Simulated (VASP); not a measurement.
Yb:

```
Yb
1.0
    -2.15148    2.15148    2.15148
     2.15148   -2.15148    2.15148
     2.15148    2.15148   -2.15148
Yb
1
Direct
  0.00000 0.00000 0.00000
```

This isn't the form of Yb at room conditions, which is fcc.

Base run:

```yaml
Program: VASP 6.6.1
Functional: RPBE
Potentials_or_basis: VASP PAW PBE potentials, release 64 (Yb)
Cutoff: 520 eV
k_mesh: 9 × 9 × 9
Occupations: gaussian, width 0.1 eV
Spin: collinear spin, ferromagnetic start
Starting_moments: "[1.0] μB"
```

Its results: band gap on the k mesh none (metal or under the smearing width); pressure -1.2 GPa; net moment 0.00 μB per cell.

**Question.** The run is repeated on the same cell with these changes: further incar settings from ALGO = Normal; EDIFF = 1.00e-06 to ALGO = Normal; EDIFF = 1e-06; NBANDS = 22. What comes out?

**Answer.** Band gap on the k mesh none (metal or under the smearing width); pressure -0.3 GPa; net moment 0.00 μB per cell.

Caveats: the PAW data sets were made with another functional, which shifts forces and pressure a little; spin-orbit coupling is left out, which moves the levels of the heavy elements.
